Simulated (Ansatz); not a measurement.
Si built on the diamond prototype: a single-point calculation in the PAW code Ansatz (HSE06). The cell was relaxed with r2SCAN and then strained (biaxial -2.56 % in x and y, z held), with the atoms relaxed again with r2SCAN; k points keep the names of the unstrained zone.

Input (YAML):
```yaml
crystal:
  lattice:
    - [0.0, 2.6524326524, 2.7221188962]
    - [2.6524326524, 0.0, 2.7221188962]
    - [2.6524326524, 2.6524326524, 0.0]
  atoms:
    - { symbol: Si, position: [0.0, 0.0, 0.0] }
    - { symbol: Si, position: [0.25, 0.25, 0.25] }
kpoints:
  mp_grid: { grid: [6, 6, 6] }
  band_path:
    path:
      - [0.0, 0.0, 0.0]
      - [0.5, 0.0, 0.5]
      - [0.625, 0.25, 0.625]
      - [0.375, 0.375, 0.75]
      - [0.5, 0.5, 0.5]
      - [0.5, 0.25, 0.75]
      - [0.4, 0.0, 0.4]
    npoints: 1
hamiltonian:
  xc: hse06
scf:
  occupations: { method: fixed }
  n_extra_bands: 4
output:
  forces: true
  stress: true
  eigenvalues: true
```

The log, with set-up remarks and timings taken out:
```
Functional definition: HSE06
Crystal: 2 atoms, lattice volume = 38.302 Å³
Basis set: ecut = 420 eV, 733 PW (Γ)
Bands: 8, of which v1, the nominal top of the filled ones, is band 4 counted from 1 (3 counted from 0)
Symmetry: 16 space group operations
Space group: I41/amd (ITA 141)
k-points: 30 of 216
[warm-up without exact exchange]
SCF 1 stopped early in 3 iterations: F = -1271.528783 eV  dr2 = 6.67e-7
[exact exchange on]
Exchange kernel: α = 0.2500, screened, ω = 0.2079 Å⁻¹, Wigner–Seitz truncation, v(0) = 1046.2844 eV·Å³, q-mesh 6×6×6
SCF 2 stopped early in 5 iterations: F = -1272.529957 eV  dr2 = 1.90e-6
hybrid outer 1: dexx = +2.908e-3 eV, tail = 5.29e-6 eV
SCF 3 converged in 2 iterations: F = -1272.529944 eV  dr2 = 8.59e-9
hybrid outer 2: dexx = +2.348e-8 eV, tail = 1.78e-8 eV, Δε = 8.95e-4 eV
hybrid SCF converged: 2 outer / 7 inner (+3 warm-up)
Free energy (F): -1272.529944 eV
Fermi energy:    6.440058 eV
--- Stress (GPa, compression-positive) ---
        6.382511       0.000000       0.000000
        0.000000       6.382511       0.000000
        0.000000       0.000000       3.517370
  P = ⅓ Tr σ = 5.4275 GPa (54.275 kbar)
--- Band table (eV; the first three rows and the last of 30) ---
  k-point 0: bands = [-7.2522, 6.2360, 6.4401, 6.4401, 9.6828, 9.6828, 9.7716, 11.2370]
  k-point 1: bands = [-6.8364, 3.7673, 5.7881, 5.9682, 9.6004, 10.4171, 10.4437, 13.2478]
  k-point 2: bands = [-5.6604, 0.3481, 5.1208, 5.3735, 8.9900, 10.6216, 10.7904, 15.3645]
  k-point 29: bands = [-2.5733, -2.5733, 3.2526, 3.2526, 7.7079, 7.7079, 18.2977, 18.2977]
```

The rows of the band table are 0: (0, 0, 0) = Γ, 1: (0, 0, 1/6), 2: (0, 0, 1/3), 29: (-1/2, -1/2, 0) = X.

Levels at the listed points, from bands.tsv (eV from the Fermi energy, bands near the gap, counted from 0):
```tsv
# k_distance	band_0	band_1	band_2	band_3	band_4	band_5	band_6	band_7
# fermi_ev = 6.440058
# [0, 0, 0] at k_distance = 0.000000
# [0.5, 0, 0.5] at k_distance = 1.184419
# [0.625, 0.25, 0.625] at k_distance = 1.597850
# [0.375, 0.375, 0.75] at k_distance = 2.320094
# [0.5, 0.5, 0.5] at k_distance = 3.033075
# [0.5, 0.25, 0.75] at k_distance = 3.859935
# [0.4, 0, 0.4] at k_distance = 4.497765
# levels_relative_to = fermi_ev
0.000	-13.692	-0.204	0.000	0.000	3.243	3.243	3.331	4.797
1.184	-8.836	-8.836	-3.408	-3.408	1.047	1.047	11.615	11.615
1.598	-9.336	-8.162	-4.994	-2.915	1.603	4.781	8.617	9.312
2.320	-9.388	-8.321	-5.011	-2.684	1.835	5.143	8.799	9.142
3.033	-10.973	-8.019	-1.566	-1.282	2.308	3.955	4.156	8.602
3.860	-8.709	-8.709	-4.479	-4.479	5.064	5.064	6.211	6.211
4.498	-10.517	-6.913	-3.232	-3.211	0.911	1.721	9.580	10.206
```
In order the rows are Γ, X, U, K, L, W, Γ–X (0.80).

The HSE06 gap is indirect, 0.91 eV (Γ to Γ–X (0.80 of the way from Γ)), below the direct gap of 3.24 eV at Γ. (Of the valleys that strain may split, one alone was solved off the mesh, so this is an upper bound.) Edges are sought over the mesh and the listed points. With the atoms held, the mean pressure is +5.4 GPa (compression positive). The stress of a hybrid is loosely converged here.

Spin-unpolarised throughout; all numbers are computed.

The meshes of the hybrids are coarse, so their gaps aren't converged to the digits shown.
